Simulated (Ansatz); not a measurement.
# AgCl (Chlorargyrite) (Fm-3m) in Ansatz: phonons with PBE

Aim: the phonons of AgCl (Chlorargyrite) with PBE.

Everything below comes from runs of Ansatz 0.2.0. Logs are shortened: lines on timing, memory, paths and dates and some standing lists are left out, and cuts for length are marked.

**Experimental background.**

A printed reference work, data compilation reports, for a bulk crystal of AgCl: band gap 3.249 eV (indirect).

How close the calculation comes is told below.

**1. Starting point**

Symmetry: Fm-3m, No. 225, cubic system. The conventional cell has a = 5.470 Å, b = 5.470 Å, c = 5.470 Å, α = 90.00°, β = 90.00°, γ = 90.00°. Ag (site symmetry m-3m) has 6 Cl at 2.73 Å as nearest neighbours. Around Cl (site symmetry m-3m) lie 6 Ag at 2.73 Å.

**2. Phonons, PBE**

The input, input.yaml:

```yaml
crystal:
  lattice:
    - [0.0, 2.735, 2.735]
    - [2.735, 0.0, 2.735]
    - [2.735, 2.735, 0.0]
  atoms:
    - { symbol: Ag, position: [0.0, 0.0, 0.0] }
    - { symbol: Cl, position: [0.5, 0.5, 0.5] }
kpoints:
  mp_grid: { grid: [8, 8, 8] }
scf:
  occupations: { method: fermi_dirac, width: 0.05 }
hamiltonian:
  xc: pbe
  pseudopotentials: { kind: all_electron, lapw: { basis_error: 0.001 } }
output: {}
phonons:
  method: fd
  supercell: [1, 1, 1]
```

Potentials or basis: all-electron LAPW, scalar-relativistic.

Run with:

```console
> ansatz run input.yaml --threads 1 --pin off --max-ram 3072MiB --backend cpu --events-out ev --progress --plain --runs-dir out
```

Standard output:

```text
Warning: RAYON_NUM_THREADS=1 ignored (pool sized by the plan → 1); use --threads N
LAPW: plane waves up to 7.783 Å⁻¹, error target 1.0e-3 eV per atom; small_component_spin mean_spin; Cl in spheres of 1.183 Å, 15 of its electrons in bands, Dirac shells []; Ag in spheres of 1.470 Å, 19 of its electrons in bands, Dirac shells [] (how accurate: hamiltonian.pseudopotentials.lapw.basis_error, Limitations)
Engine: ansatz 0.2.0, aarch64-unknown-linux-gnu
Pseudopotentials: kind: all_electron
Pseudopotential: Ag, LAPW, valence charge 19, lapw/all_electron/scalar/gaussian/Ag, Koelling and Harmon's equation, gaussian nucleus
Pseudopotential: Cl, LAPW, valence charge 15, lapw/all_electron/scalar/gaussian/Cl, Koelling and Harmon's equation, gaussian nucleus
Functional definition: PBE
  parameter kappa = 0.804
  parameter beta = 0.06672455060314922
  exchange = pbe_x(kappa = kappa, mu = beta*pi^2/3)
  correlation = pbe_c(beta = beta)
Crystal: 2 atoms, lattice volume = 40.917 Å³
Basis set: ecut = 230.79269054662402 eV, 331 PW (Γ), exchange–correlation at level 2
Bands: 21, of which v1, the nominal top of the filled ones, is band 17 counted from 1 (16 counted from 0)
Symmetry: 48 space group operations
k-points: 29 of 512
Non-local potential: Ag, projectors of the file, none
Non-local potential: Cl, projectors of the file, none
Initial density: superposition of atomic densities (chi_scale 0.1, normalization cell, long waves kept (reshape's long-wave potential 0.00 eV rms))
Initial wavefunctions: plane waves of lowest kinetic energy (no species holds an atomic orbital)
Functional: x = pbe(κ = 0.804, μ = 0.2195149727645171), c = pbe(β = 0.06672455060314922)
iter 1 solved again at ethr=1.16e-3 eV; its pass at ethr=1.00e-1 eV (dr2=3.96e-1 eV) is discarded
SCF iter   1: F=—  HF=-157215.322893 eV  |F-HF|=—  |Δ(HF+E_count)|=         —  Δρ=2.21e-2  dr2=3.97e-1  ethr=1.16e-3  ⟨swp⟩=2.0  Hψ=4045  notcnv=0
preconditioner: auto → none  [insulator: Δε(μ)=0.781 eV  Ē_g=10.972 eV  σ=0.050 eV  W_gap=1.00  n_scr=14 (ndim 8)  ℏωp=24.6 eV  f_vac=0.041  D(μ)=0.00/eV (n_scr^D=0)  ε∞_Penn≈6.0]
iter 2 solved again at ethr=1.55e-5 eV; its pass at ethr=1.16e-3 eV (dr2=5.25e-3 eV) is discarded
SCF iter   2: F=—  HF=-157215.174018 eV  |F-HF|=—  |Δ(HF+E_count)|=   1.49e-1  Δρ=4.51e-3  dr2=5.26e-3  ethr=1.55e-5  ⟨swp⟩=2.0  Hψ=3200  notcnv=0
SCF iter   3: F=—  HF=-157215.145643 eV  |F-HF|=—  |Δ(HF+E_count)|=   2.84e-2  Δρ=3.18e-3  dr2=6.14e-3  ethr=1.55e-5  ⟨swp⟩=3.0  Hψ=2037  notcnv=0
SCF iter   4: F=—  HF=-157215.145205 eV  |F-HF|=—  |Δ(HF+E_count)|=   4.38e-4  Δρ=1.10e-3  dr2=6.74e-4  ethr=1.55e-5  ⟨swp⟩=2.0  Hψ=1757  notcnv=0
SCF iter   5: F=—  HF=-157215.145323 eV  |F-HF|=—  |Δ(HF+E_count)|=   1.18e-4  Δρ=1.92e-4  dr2=1.26e-5  ethr=1.98e-6  ⟨swp⟩=2.0  Hψ=1757  notcnv=0
SCF iter   6: F=—  HF=-157215.145343 eV  |F-HF|=—  |Δ(HF+E_count)|=   2.02e-5  Δρ=2.48e-5  dr2=2.27e-7  ethr=3.69e-8  ⟨swp⟩=3.0  Hψ=1844  notcnv=0
SCF iter   7: F=—  HF=-157215.145344 eV  |F-HF|=—  |Δ(HF+E_count)|=   5.14e-7  Δρ=1.98e-6  dr2=1.40e-9  ethr=6.68e-10  ⟨swp⟩=3.0  Hψ=1942  notcnv=0
SCF iter   8: F=-157215.145344 eV  HF=-157215.145344 eV  |F-HF|=1.46e-10  |Δ(HF+E_count)|=   6.11e-9  Δρ=3.73e-7  dr2=5.10e-11  ethr=4.13e-12  ⟨swp⟩=3.0  Hψ=1998  notcnv=0
SCF 1 converged in 8 iterations: F = -157215.145344 eV  dr2 = 5.10e-11
Symmetry: 8 space group operations
k-points: 59 of 512 (time reversal used)
Initial density: handed on by an earlier stage of this run
Initial wavefunctions: plane waves of lowest kinetic energy (no species holds an atomic orbital; no wavefunctions were taken with the density)
iter 1 solved again at ethr=3.02e-8 eV; its pass at ethr=1.00e-1 eV (dr2=1.03e-5 eV) is discarded
SCF iter   1: F=—  HF=-157215.145264 eV  |F-HF|=—  |Δ(HF+E_count)|=         —  Δρ=1.21e-4  dr2=8.02e-6  ethr=3.02e-8  ⟨swp⟩=5.6  Hψ=11243  notcnv=0
preconditioner: auto → none  [insulator: Δε(μ)=0.907 eV  Ē_g=11.133 eV  σ=0.050 eV  W_gap=1.00  n_scr=14 (ndim 8)  ℏωp=24.6 eV  f_vac=0.058  D(μ)=0.00/eV (n_scr^D=0)  ε∞_Penn≈5.9]
iter 2 solved again at ethr=1.25e-9 eV; its pass at ethr=2.36e-8 eV (dr2=4.26e-7 eV) is discarded
SCF iter   2: F=—  HF=-157215.145265 eV  |F-HF|=—  |Δ(HF+E_count)|=   8.20e-7  Δρ=4.08e-5  dr2=4.23e-7  ethr=1.25e-9  ⟨swp⟩=2.0  Hψ=6111  notcnv=0
SCF iter   3: F=—  HF=-157215.145266 eV  |F-HF|=—  |Δ(HF+E_count)|=   6.70e-7  Δρ=1.56e-5  dr2=8.33e-8  ethr=1.24e-9  ⟨swp⟩=2.0  Hψ=3573  notcnv=0
SCF iter   4: F=-157215.145266 eV  HF=-157215.145266 eV  |F-HF|=4.07e-10  |Δ(HF+E_count)|=   1.19e-7  Δρ=8.05e-7  dr2=1.47e-10  ethr=2.45e-10  ⟨swp⟩=2.0  Hψ=3573  notcnv=0
SCF 2 converged in 4 iterations: F = -157215.145266 eV  dr2 = 1.47e-10
iter 1 solved again at ethr=1.31e-7 eV; its pass at ethr=1.00e-1 eV (dr2=4.46e-5 eV) is discarded
SCF iter   1: F=—  HF=-157215.145275 eV  |F-HF|=—  |Δ(HF+E_count)|=         —  Δρ=2.30e-4  dr2=4.25e-5  ethr=1.31e-7  ⟨swp⟩=5.1  Hψ=10880  notcnv=0
preconditioner: auto → none  [insulator: Δε(μ)=0.907 eV  Ē_g=11.133 eV  σ=0.050 eV  W_gap=1.00  n_scr=14 (ndim 8)  ℏωp=24.6 eV  f_vac=0.056  D(μ)=0.00/eV (n_scr^D=0)  ε∞_Penn≈5.9]
iter 2 solved again at ethr=4.04e-9 eV; its pass at ethr=1.25e-7 eV (dr2=1.37e-6 eV) is discarded
SCF iter   2: F=—  HF=-157215.145265 eV  |F-HF|=—  |Δ(HF+E_count)|=   1.01e-5  Δρ=7.27e-5  dr2=1.36e-6  ethr=4.04e-9  ⟨swp⟩=2.0  Hψ=6152  notcnv=0
SCF iter   3: F=—  HF=-157215.145266 eV  |F-HF|=—  |Δ(HF+E_count)|=   6.09e-7  Δρ=3.33e-5  dr2=3.50e-7  ethr=4.01e-9  ⟨swp⟩=2.0  Hψ=3572  notcnv=0
SCF iter   4: F=—  HF=-157215.145266 eV  |F-HF|=—  |Δ(HF+E_count)|=   2.60e-7  Δρ=1.77e-6  dr2=7.69e-10  ethr=1.03e-9  ⟨swp⟩=2.9  Hψ=3649  notcnv=0
SCF iter   5: F=-157215.145266 eV  HF=-157215.145266 eV  |F-HF|=3.49e-10  |Δ(HF+E_count)|=   2.24e-9  Δρ=7.48e-7  dr2=1.65e-10  ethr=3.62e-12 (applied; sched 2.26e-12)  ⟨swp⟩=3.0  Hψ=4026  notcnv=0
SCF 3 converged in 5 iterations: F = -157215.145266 eV  dr2 = 1.65e-10
SCF converged after 8 iterations
Free energy (F): -157215.145344 eV
Harris-Foulkes:  -157215.145344 eV  (|F-HF|=1.46e-10)
Internal energy: -157215.145342 eV  (E = F + TS)
E sigma→0 (E₀):  -157215.145343 eV
Entropy (-TS):   -0.000002 eV (-0.001 meV/atom)
Fermi energy:    10.301918 eV
--- Per-component energies (eV) ---
  E_band       = -1843.388419
  E_kinetic    = 163873.235594
  E_xc         = -4835.046171
  E_electrostatic = -316253.334765  (all electrons and nuclei)
  E_smearing   = -0.000002  (= −TS)
  E_closure    = 0.000000  (closes the sum)
  E_atoms      = -157209.811095  (free atoms, spherical and without spin; not in F)
  Σ components = -157215.145344   (vs F -157215.145344, Δ=0.00e0)
  Basis errors (estimates in eV, not in F): energy 3.8e-4 per atom: plane waves 3.5e-4 (2.0e-4 summed), levels above the bands 5.7e-85, relativity 5.6e-8, radial functions 2.4e-5, core shells 3.0e-7; eigenvalues (radial functions only) 6.1e-6; not estimated: angular momenta, meshes, grids; target (lapw.basis_error) 1.0e-3; muffin-tin radii Cl 1.183 Å, Ag 1.470 Å
--- Forces (eV/Å), atoms counted from 1 ---
  atom   1  Ag    -0.00000000     0.00000000    -0.00000000
  atom   2  Cl     0.00000000    -0.00000000    -0.00000000
  max |Σ_I F_I| component: 2.01e-29 eV/Å
--- Band table (eV; the first three rows and the last of 29) ---
  k-point 0: bands = ["-236.3000", "-175.2170", "-175.2170", "-175.2170", "-80.0692", "-43.6040", "-43.6040", "-43.6040", "-5.6601", "7.1545", "7.1545", "7.1545", "7.1978", "7.1978", "7.2790", "7.2790", "7.2790", "10.6786", "20.4403", "20.4403", "20.4403"]
  k-point 1: bands = ["-236.3000", "-175.2170", "-175.2170", "-175.2170", "-80.0691", "-43.6046", "-43.6041", "-43.6041", "-5.5926", "6.3999", "6.4623", "6.4623", "7.2146", "7.2146", "7.4661", "8.0901", "8.0901", "11.4147", "19.1452", "20.1602", "20.1602"]
  k-point 2: bands = ["-236.3000", "-175.2170", "-175.2170", "-175.2170", "-80.0691", "-43.6059", "-43.6043", "-43.6043", "-5.4224", "5.3118", "5.8547", "5.8547", "7.3537", "7.3537", "7.6308", "8.9054", "8.9054", "12.7571", "17.5430", "18.8750", "18.8750"]
  k-point 28: bands = ["-236.3000", "-175.2170", "-175.2170", "-175.2170", "-80.0690", "-43.6064", "-43.6064", "-43.6055", "-5.1092", "5.2904", "5.4946", "5.4946", "7.6470", "7.6470", "7.6924", "7.7053", "8.4939", "14.0212", "17.6381", "17.6381", "17.7800"]
--- Phonons: 2 displaced members + reference (amplitude 0.01 Å, Σ member SCF iterations 9) ---
  symmetry images taken by strict's conditions (phonons.symmetry_images: auto; settled by no image being taken that strict refuses)
  ASR residual: 5.670e-4 → 0.000e0 eV/Å²; symmetrization residual: 2.039e-4 eV/Å²
  largest component of a force at the reference: 2.2e-29 eV/Å
  ASR residual per site (eV/Å²): 5.67e-4 4.76e-4
  Γ frequencies (cm⁻¹): 0.00 0.00 0.00 126.06 126.06 126.06
  density of states and harmonic sums: on the 19×19×19 q-mesh, interpolated from the force constants of a 1×1×1 supercell (no non-analytic term)
  largest difference from the sums on the solved wave vectors: F 6.89e-1 eV, S 9.48e-4 and C_V 2.58e-4 eV/K
  zero-point energy: 0.031252 eV/cell   skipped modes (ω ≤ 0): 3   left out of the sums: 7.29e-5 of the cell's modes: C_V's classical limit lies that fraction below 3 k_B per atom; for a crystal, a wire or a layer, F and S can be off by more, and a phonons.interpolated_qmesh denser along its periods is the remedy for the sampling
```

Wall time 33 s (1 thread of Arm Neoverse V1, shared host); peak memory 0.32 GiB.

What came out:

* Free energy: -157215.1453 eV
* Band gap on the k mesh: 0.91 eV, indirect (least direct gap 3.32 eV)
* Highest phonon frequency at Γ, LO-TO splitting left out: 126 cm⁻¹

Phonon frequencies in cm⁻¹ (negative: imaginary):
```
              q point        frequencies
(0.000, 0.000, 0.000)  0 0 0 126 126 126
```

**3. Against experiment**

Step 2. A measured gap of AgCl is 3.249 eV (indirect; a printed reference work, data compilation); the calculated 0.91 eV misses it by -2.34 eV. So large a miss can be the level of theory's own, or it may mean another phase, state or a wrong row. Spin-orbit coupling on Ag is left out. The value is that of PBE on a finite k mesh, which can miss the band edges, without temperature or zero-point motion. Semilocal functionals fall short of measured gaps as a rule.
